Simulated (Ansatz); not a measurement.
The reference is LiCl in the rock salt structure (space group Fm-3m, No. 225; a = 5.064 Å). Axes: x, y, z lie along the cube axes.

Calculations: Ansatz (a first-principles code) PBEsol, without spin-orbit coupling.

It is then changed as follows: every lattice vector is stretched by 2.00 %, atoms relaxed at fixed cell.

Q: Predict the stress tensor and what it implies for the stiffness.

A: Stress of the strained cell less that of the base (GPa, compression positive):
```
  -1.83    0.00    0.00
   0.00   -1.83    0.00
   0.00    0.00   -1.83
```

Then B = −ΔP/(ΔV/V₀) with ΔV/V₀ = 0.0612 gives secant stiffness values (nonlinear terms included at this strain): B ≈ 30 GPa.

As a check, the harmonic strain energy −½ V₀ Δσ:ε is 5.6 meV/atom; the computed energy rise is 6.0 meV/atom.

Whether these cells are dynamically stable was not tested.
